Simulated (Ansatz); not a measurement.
## ZnS squeezed and stretched

A database entry relaxed whole under r2SCAN (P6_3mc):

```yaml
crystal:
  lattice:
    - [3.80714, 0.00000, 0.00000]
    - [-1.90357, 3.29708, 0.00000]
    - [0.00000, 0.00000, 6.24776]
  atoms:
    - { symbol: Zn, position: [0.33333, 0.66667, 0.00539] }
    - { symbol: Zn, position: [0.66667, 0.33333, 0.50539] }
    - { symbol: S, position: [0.33333, 0.66667, 0.37961] }
    - { symbol: S, position: [0.66667, 0.33333, 0.87961] }
```

The cell was scaled uniformly, its shape held, and the atoms relaxed at each volume with plane-wave PAW DFT (Ansatz 0.2.0; r2SCAN, 500 eV, 12×12×6 Γ-centred mesh, fermi-dirac occupations of width 0.020 eV; no spin, no spin-orbit coupling). One row is withheld.

```csv
volume (Å³/atom),energy over the lowest (meV/atom),pressure (GPa),gap over mesh and path (eV)
18.430,18.9,5.46,3.067
18.822,8.1,3.44,2.966
19.214,1.9,1.62,2.867
19.606,0.0,-0.02,2.770
19.998,?,?,?
20.390,7.2,-2.82,2.585
20.783,15.6,-4.02,2.498
```

**Question.** Fit the pressures of the other rows to the third-order Birch-Murnaghan form.

**Answer.** With f = [(V₀/V)^(2/3) − 1]/2 and P = 3B₀f(1 + 2f)^(5/2)[1 + 3(B₀′ − 4)f/2], least squares gives V₀ = 19.60 Å³ an atom, B₀ = 77.8 GPa and B₀′ = 4.3; the rows miss the fit by less than 0.01 GPa. The slope of the energies differs from these pressures by less than 0.05 GPa.

**Question.** How does the gap move with volume?

**Answer.** A parabola in ln(V/V₀) through the other rows has the slope dE_g/d ln V = -4.7 eV at V₀, so by B₀ the gap moves by +61 meV a GPa at this fixed shape: it widens under pressure.

**Question.** What does the withheld row hold?

**Answer.** The fit gives -1.50 GPa at 19.998 Å³; the run gave -1.50 GPa and 1.9 meV an atom. Its gap is 2.676 eV, against 2.677 eV from the parabola.

Caveats: the shape of the cell was held, so B₀ is an upper bound where the axes differ in stiffness; 0 K, fixed nuclei; the symmetry was kept, and this need not be the phase that is stable at 0 K; one mesh for all volumes; r2SCAN gaps lie as a rule under measured ones; the slope of the gap can be off by tens of per cent, more where shallow d levels or spin-orbit coupling act on the edges; pressure is positive in compression.
